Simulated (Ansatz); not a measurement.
Input for Ansatz (plane-wave DFT), Al:

```yaml
crystal:
  lattice:
    - [2.8124553515, 0.0, 0.0]
    - [-1.4062276757, 2.4356577814, 0.0]
    - [0.0, 0.0, 4.86685]
  atoms:
    - { symbol: Al, position: [0.6666666667, 0.3333333333, 0.75] }
    - { symbol: Al, position: [0.3435975011, 0.6871950021, 0.25] }
basis: {}
kpoints:
  mp_grid: { grid: [2, 4, 2] }
hamiltonian:
  xc: pbe
scf:
  occupations: { method: gaussian, width: 0.1 }
output:
  forces: true
  stress: true
  eigenvalues: true
```

Command:

```bash
ansatz run input.yaml --threads 1 --pin off --max-ram 1331MiB --backend cpu --events-out ev --progress --plain --runs-dir out
```

Output, shortened (HF is the Harris–Foulkes energy, dr2 the density residual in eV):

```text
Pseudopotential: Al, paw, valence charge 3, recommended cutoff 420 eV (normal)
Crystal: 2 atoms, lattice volume = 33.339 Å³
Basis set: ecut = 420 eV, 665 PW (Γ), exchange–correlation on 40×40×72 points (8 copies of the dense FFT grid, shifted against one another)
Bands: 7, of which v1, the nominal top of the filled ones, is band 3 counted from 1 (2 counted from 0)
Symmetry: 8 space group operations
Space group: Cmcm (ITA 63), of the structure as read, at distance tolerance 3.2e-5 Å
k-points: 10 of 16
Initial density: superposition of atomic densities, corrected by the library's trained network
SCF iter   1: HF=-1075.125226 eV  Δρ=3.70e-3  dr2=4.81e-3
SCF iter   2: HF=-1075.124196 eV  Δρ=1.62e-3  dr2=8.90e-4
SCF iter   3: HF=-1075.123974 eV  Δρ=7.57e-5  dr2=1.39e-6
SCF iter   4: HF=-1075.123973 eV  Δρ=1.99e-5  dr2=9.53e-8
SCF iter   5: F=-1075.123973 eV  HF=-1075.123973 eV  Δρ=1.89e-6  dr2=1.04e-9
SCF iter   6: F=-1075.123973 eV  HF=-1075.123973 eV  Δρ=1.76e-7  dr2=6.53e-12
SCF 1 converged in 6 iterations: F = -1075.123973 eV  dr2 = 6.53e-12
SCF converged after 6 iterations
Free energy (F): -1075.123973 eV
E sigma→0 (E₀):  -1075.116476 eV
Entropy (-TS):   -0.014994 eV (-7.497 meV/atom)
Fermi energy:    8.334088 eV
--- Forces (eV/Å), atoms counted from 1 ---
  atom   1  Al    -0.00000000    -0.11127045    -0.00000000
  atom   2  Al     0.00000000     0.11127045     0.00000000
--- Stress (GPa, compression-positive) ---
       23.188384      -0.000000      -0.000000
       -0.000000      -8.086165       0.000000
       -0.000000       0.000000     -11.555254
  P = ⅓ Tr σ = 1.1823 GPa (11.823 kbar)
```

These settings were drawn at random to show what each does; none of the numbers is a converged property of the crystal.